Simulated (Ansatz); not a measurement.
Here is an Ansatz 0.2.0 calculation.

File input.yaml:

```yaml
crystal:
  lattice:
    - [0.0, 1.813001, 1.813001]
    - [1.813001, 0.0, 1.813001]
    - [1.813001, 1.813001, 0.0]
  atoms:
    - { symbol: "N", position: [0.25, 0.25, 0.25] }
    - { symbol: B, position: [0.0, 0.0, 0.0] }
kpoints:
  mp_grid: { grid: [13, 13, 13] }
scf:
  occupations: { method: gaussian, width: 0.029 }
hamiltonian:
  xc: pbe
  pseudopotentials: { kind: all_electron, lapw: { basis_error: 0.001 } }
output:
  forces: true
  stress: true
  eigenvalues: true
```

Potentials or basis: all-electron LAPW, scalar-relativistic.

Command:

```bash
$ ansatz run input.yaml --threads 1 --pin off --max-ram 3072MiB --backend cpu --events-out ev --progress --plain --runs-dir out
```

**Question.** What does it give for the pressure?

**Answer.** -0.4 GPa.

**Question.** Predict the band gap on the k mesh.

**Answer.** 4.53 eV, indirect (least direct gap 8.78 eV).

Caveat: an odd mesh through Γ misses points on the zone boundary, where band edges often lie.

The gap isn't set beside the measured one, since this odd mesh misses points on the zone boundary.
